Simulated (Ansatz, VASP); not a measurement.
# Si55C53 (Si_C2) in two plane-wave programs, part 3 of 3

Aim: how closely do two programs agree when they are given the same cell, functional and k mesh? Of the first pair: The structure shown is the start of the Ansatz relaxation below; VASP solves that cell, so the two are compared at the walk's first step.

VASP 6.6.1 and Ansatz 0.2.0.

So far. Step 3 (VASP: single point, r2SCAN, start cell, pair 1): The run ends at a pressure of 6.29 GPa, with forces up to 12 eV/Å.

### 6. VASP: single point, r2SCAN, relaxed cell, pair 2

Level of this step: r2SCAN, spin-polarised from a ferromagnetic start; plane waves and PAW (Si, C) (VASP).

The same cell, functional and mesh now go to VASP, with its own data sets.

INCAR

```
SYSTEM = Si55C53
PREC = Accurate
ENCUT = 580
EDIFF = 1E-06
NELM = 200
ISMEAR = 0
SIGMA = 0.01
LREAL = Auto
ALGO = Normal
METAGGA = R2SCAN
LASPH = .TRUE.
NELECT = 433
NBANDS = 296
ISPIN = 2
MAGMOM = 0 0 0 0 0 0 0 0 0 0 0 0 0 0 0 0 0 0 0 0 0 0 0 0 0 0 0 0 0 0 0 0 0 0 0 0 0 0 0 0 0 0 0 0 0 0 0 0 0 0 0 0 0 0 0 0 0 -0 0 0 -0 -0 -0 0 0 0 0 0 0 0 -0 -0 0 0 0.01 0 -0 -0 0 0 0 -0 0 0 -0 -0 -0 0 0.01 0.01 0 -0 -0 0 0 0 0 0 0 0 -0 -0 0 0 -0 0 0 -0
LORBIT = 11
LWAVE = .FALSE.
LCHARG = .FALSE.
ISIF = 2
ISYM = 0
NUPDOWN = 1
GGA_COMPAT = .FALSE.
LMIXTAU = .TRUE.
NCORE = 2
```

POSCAR

```
Si55C53
1.0
    9.2359949308     -0.0000000029      0.0000000000
   -4.6179974629      7.9986062407      0.0000000000
    0.0000000000      0.0000000000     15.1078644000
Si C
55 53
Direct
    0.1115881297      0.2214074774      0.8329744182
    0.2210600598      0.1118625426      0.3327849059
[... 2 atom lines left out ...]
    0.9994664615      0.0001027286      0.5005383384
[... 2 atom lines left out ...]
    0.2208827106      0.4456353168      0.3330268861
[... 5 atom lines left out ...]
    0.2210346253      0.7785312062      0.3327025206
[... 1 atom line left out ...]
    0.1135991447      0.8902353560      0.1633671463
    0.9999184008      0.6682542654      0.5005415474
[... 2 atom lines left out ...]
    0.5542731244      0.1118177545      0.3327159320
[... 1 atom line left out ...]
    0.4428169195      0.2194397800      0.1634041975
[... 3 atom lines left out ...]
    0.5399748016      0.4174273783      0.3264762031
    0.5539942475      0.4412273700      0.6700083239
    0.4435845316      0.5551472875      0.1654668258
    0.3326379028      0.3332327500      0.5005470265
[... 2 atom lines left out ...]
    0.5394378870      0.7935041218      0.3259144566
    0.5542291018      0.7789432139      0.6702411827
    0.4423757233      0.8907889447      0.1637402523
    0.3328913249      0.6682908752      0.5004060471
[... 2 atom lines left out ...]
    0.8872954163      0.1120530256      0.3330208531
[... 2 atom lines left out ...]
    0.6646984717      0.0001563102      0.5004165009
[... 2 atom lines left out ...]
    0.8874803521      0.4453328688      0.3331630130
[... 1 atom line left out ...]
    0.7777023638      0.5552790812      0.1657312304
    0.6646351633      0.3329331256      0.5005607347
[... 2 atom lines left out ...]
    0.9153689360      0.7928546745      0.3265162284
    0.8918511437      0.7791463534      0.6700241562
    0.7780037327      0.8895584709      0.1654956227
    0.6658176812      0.6670061634      0.5178270186
[... 1 atom line left out ...]
    0.6644788434      0.6683138584      0.3749247756
[... 1 atom line left out ...]
    0.0034501769      0.0063041912      0.3748597101
[... 5 atom lines left out ...]
    0.9984115361      0.3344735234      0.3744974951
[... 1 atom line left out ...]
    0.2217500597      0.4448760323      0.2081111439
    0.2219946101      0.4449507830      0.5417893938
[... 2 atom lines left out ...]
    0.0035874267      0.6685342658      0.3750424201
[... 11 atom lines left out ...]
    0.3265856759      0.3294373380      0.3749039472
[... 1 atom line left out ...]
    0.5523474485      0.4397256997      0.2034053931
    0.5519125609      0.4390583100      0.5468146078
[... 2 atom lines left out ...]
    0.3262845644      0.6675544180      0.3750793798
[... 1 atom line left out ...]
    0.5524724728      0.7804772386      0.2028747893
    0.5524485836      0.7806705539      0.5470865650
[... 2 atom lines left out ...]
    0.6653165968      0.0066085191      0.3750895403
[... 1 atom line left out ...]
    0.8881468255      0.1112641272      0.2080986969
    0.8880968176      0.1111132002      0.5417978222
[... 2 atom lines left out ...]
    0.6642182121      0.3291369207      0.3750546487
[... 1 atom line left out ...]
    0.8881498479      0.4449944153      0.2084045030
    0.8879778723      0.4449333236      0.5414158365
[... 3 atom lines left out ...]
    0.8935439475      0.7808747417      0.2034498372
    0.8935038862      0.7806868588      0.5468256839
    0.7780576194      0.8889640308      0.0410580733
```

KPOINTS

```
Points of the shifted mesh
1
Reciprocal
 0.2500000000  0.2500000000  0.2500000000 1
```

PAW data sets: Si and C (PBE family, release 64).

Run with:

```bash
$ mpirun -np 8 vasp_std
```

Numbers of over 12 decimals in the logs are rounded to 6 here.

The log of the run:

```text
[banner, memory and clock lines left out]
running    8 mpi-ranks, on    1 nodes
[...]
[... a notice as in an earlier step ...]

 LDA part: xc-table for (None), standard interpolation
 POSCAR, INCAR and KPOINTS ok, starting setup
[...]
entering main loop
       N       E                     dE             d eps       ncg     rms          rms(c)
DAV:   1     0.122574462867E+04    0.12257E+04   -0.21775E+05  1184   0.149E+03
DAV:   2    -0.102580580665E+04   -0.22516E+04   -0.21210E+04  1440   0.255E+02
DAV:   3    -0.118777696072E+04   -0.16197E+03   -0.16022E+03  1464   0.629E+01
DAV:   4    -0.119138823950E+04   -0.36113E+01   -0.35956E+01  1448   0.103E+01
DAV:   5    -0.119148768202E+04   -0.99443E-01   -0.99275E-01  1440   0.160E+00BRMIX: very serious problems
 the old and the new charge density differ
 old charge density:   432.00000 new  433.00000
    0.677E+01
DAV:   6    -0.109029191637E+04    0.10120E+03   -0.28814E+02  1360   0.232E+01    0.384E+01
DAV:   7    -0.103080190036E+04    0.59490E+02   -0.19453E+01  1432   0.788E+00    0.152E+01
DAV:   8    -0.108420406041E+04   -0.53402E+02   -0.14597E+01  1248   0.765E+00    0.106E+01
DAV:   9    -0.105661442312E+04    0.27590E+02   -0.40637E+00  1272   0.429E+00    0.500E+00
[...]
DAV:  25    -0.103168871681E+04   -0.46541E-05   -0.10181E-05  1360   0.538E-03    0.243E-02
DAV:  26    -0.103168873103E+04   -0.14220E-04   -0.15933E-06   832   0.346E-03    0.159E-02
DAV:  27    -0.103168873057E+04    0.45300E-06   -0.35127E-06   944   0.336E-03
   1 F= -.10316887E+04 E0= -.10316887E+04  d E =-.171739E-11  mag=     1.0000
```

From OUTCAR (step 6):

```text
  FREE ENERGIE OF THE ION-ELECTRON SYSTEM (eV)
  ---------------------------------------------------
  free  energy   TOTEN  =     -1031.6887305740 eV

  energy  without entropy=    -1031.6887305740  energy(sigma->0) =    -1031.68873057

 magnetization (x)
# of ion       s       p       d       tot
------------------------------------------
    1        0.000   0.001   0.000   0.001
    2        0.001   0.002   0.000   0.002
    3        0.000   0.002   0.000   0.002
    4        0.000   0.005   0.000   0.005
    5        0.000   0.001   0.000   0.001
    6        0.000   0.001   0.000   0.001
    7        0.001   0.001   0.000   0.002
    8        0.000   0.002   0.000   0.002
    9        0.001   0.005   0.000   0.005
   10        0.001   0.005   0.000   0.006
   11        0.000   0.001   0.000   0.002
   12        0.000   0.002   0.000   0.003
   13        0.000   0.001   0.000   0.001
[...]
--------------------------------------------------
tot          0.089   0.125   0.000   0.214
```

The run ends at a pressure of 4.32 GPa, with forces up to 0.046 eV/Å.

### 7. Comparison

The two programs side by side:

```
                             quantity  Ansatz  VASP  difference
total moment, fixed by the input (μB)    1.00  1.00        0.00
```

At this near-relaxed geometry the largest component of a force difference is 31 meV/Å. The cell carries a charge of -1 e against a uniform background, so its pressure also hangs on how the neutralising background is counted, and in a defect's cell a gap may be the spacing between its levels.

### 8. What came out

```json
{
  "r.m.s. force difference (single point, r2SCAN, start cell, pair 1)": "1.00 % of the r.m.s. force",
  "difference in total moment, fixed by the input (single point, r2SCAN, relaxed cell, pair 2)": "0 μB"
}
```

In words: The r.m.s. force difference is 1.00 % of the r.m.s. force (single point, r2SCAN, start cell, pair 1), within the 3 % picked in this series as the mark of a large difference. Such differences can come from data sets, numerical settings and the points named under the comparisons, not from the functional's error against experiment.

[Lines on the potential files, build, host, timing and source positions are cut from VASP's logs without a mark.]

[Logs are printed without paths, hosts, clocks, repeated set-up lines and the standing remarks that a program may print on its own settings, such as how far it seeks lower states.]

[Hosts, paths, dates, database ids (printed as entryN), source tags and the programs' standing remarks are cut or masked in the printed files.]
